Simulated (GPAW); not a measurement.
The system is In.

```
In
1.0
    -1.62547    1.62547    2.47370
     1.62547   -1.62547    2.47370
     1.62547    1.62547   -2.47370
In
1
Direct
  0.00000 0.00000 0.00000
```

```yaml
Program: GPAW 26.7.0
Task: relaxation of cell and atoms
Functional: PBEsol
Potentials_or_basis: PAW data sets generated in the run's folder for this functional
Cutoff: 600 eV
Basis: pw
k_mesh: 10 × 10 × 10
Occupations: fermi-dirac, width 0.05 eV
Spin: no spin polarisation
```

At the start: pressure -1.3 GPa; volume 26.14 Å³/atom.

**Question.** How do energy, volume and symmetry change on relaxing?

**Answer.** Over 5 steps the energy falls by 15.0 meV/atom and the volume is 25.36 Å³/atom (-3.0 %); space group Fm-3m (No. 225, to 0.05 Å).

The path:
| step | energy change (eV) | largest force (eV/Å) | pressure (GPa) | volume (Å³) |
| --- | --- | --- | --- | --- |
| 1 | 0.0000 | 0.0000 | -1.31 | 26.14 |
| 2 | -0.0036 | 0.0000 | -0.95 | 25.90 |
| 3 | -0.0112 | 0.0000 | 0.91 | 24.89 |
| 4 | -0.0125 | 0.0000 | 0.79 | 24.95 |
| 5 | -0.0150 | 0.0000 | -0.01 | 25.36 |

Final structure:
```
In
1.0
    -1.64745    1.64745    2.33551
     1.64745   -1.64745    2.33551
     1.64745    1.64745   -2.33551
In
1
Direct
  0.00000 0.00000 0.00000
```

Caveat: later steps reuse the first step's grids.
